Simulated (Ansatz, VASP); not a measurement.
**One calculation of ZrC, two programs**

File POSCAR:

```
ZrC
1.0
    0.0000000000      2.3516566508      2.3516566508
    2.3516566508      0.0000000000      2.3516566508
    2.3516566508      2.3516566508      0.0000000000
Zr C
1 1
Direct
    0.0000000000      0.0000000000      0.0000000000
    0.5000000000      0.5000000000      0.5000000000
```

Contents of INCAR.step1:

```
SYSTEM = ZrC
ALGO = Normal
EDIFF = 1E-4
ENCUT = 520
GGA = PE
ISMEAR = 0
LASPH = .TRUE.
LCHARG = .FALSE.
LREAL = .FALSE.
LWAVE = .TRUE.
NBANDS = 15
NELM = 100
PREC = Accurate
SIGMA = 0.1
```

The input INCAR.step2:

```
SYSTEM = ZrC
ALGO = Normal
BPARAM = 11.95
CPARAM = 0.0093
EDIFF = 1E-6
ENCUT = 520
ISIF = 2
ISMEAR = 0
ISTART = 1
IVDW_NL = 2
LASPH = .TRUE.
LCHARG = .TRUE.
LELF = .TRUE.
LMIXTAU = .TRUE.
LREAL = .FALSE.
LUSE_VDW = .TRUE.
LVHAR = .TRUE.
LWAVE = .FALSE.
METAGGA = R2SCAN
NBANDS = 15
NELM = 100
PREC = Accurate
SIGMA = 0.1
```

KPOINTS

```
k-points
0
G
  16 16 16
  0 0 0
```

Input for Ansatz:

```yaml
crystal:
  lattice:
    - [0.0, 2.3516566508, 2.3516566508]
    - [2.3516566508, 0.0, 2.3516566508]
    - [2.3516566508, 2.3516566508, 0.0]
  atoms:
    - { symbol: Zr, position: [0.0, 0.0, 0.0] }
    - { symbol: C, position: [0.5, 0.5, 0.5] }
basis:
  ecutwfc: 500
kpoints:
  mp_grid: { grid: [16, 16, 16] }
  band_path:
    path:
      - [[0.0, 0.0, 0.0], [0.5, 0.0, 0.5], [0.625, 0.25, 0.625]]
      - [[0.375, 0.375, 0.75], [0.0, 0.0, 0.0], [0.5, 0.5, 0.5], [0.5, 0.25, 0.75], [0.5, 0.0, 0.5]]
    npoints: 10
hamiltonian:
  xc: r2scan
  dispersion: rvv10
  pseudopotentials: { kind: paw, azcp: { folder: soft_1 } }
scf:
  occupations: { method: gaussian, width: 0.1 }
  n_extra_bands: 7
output:
  forces: true
  stress: true
  eigenvalues: true
  dos: { projected: false, de: 0.02, nscf_kmesh: { grid: [24, 24, 24] } }
  write_density: true
  write_potential: true
  elf: true
  volumetric_format: npy
```

Alike in both runs: task single point; functional r2SCAN; dispersion rVV10; k mesh 16 × 16 × 16; occupations gaussian, width 0.1 eV; no spin polarisation.

|  | VASP | Ansatz |
| --- | --- | --- |
| version | VASP 6.6.1 | Ansatz 0.2.0 |
| potentials or method | VASP PAW PBE potentials, release 64 (Zr_sv, C) | scalar-relativistic, plane waves, PAW |
| plane-wave cutoff (eV) | 520 | 500 |
| valence electrons in the cell | 16 | 16 |

```csv
,VASP,Ansatz,Ansatz less VASP
gap on the k mesh at the Fermi level (eV),none,none,-
pressure (GPa),0.4,0.0,-0.38
```

A gap of «none» marks a metal or a gap that the smearing closes.

Caveats: the PAW data sets were made with another functional, which shifts forces and pressure a little (VASP).
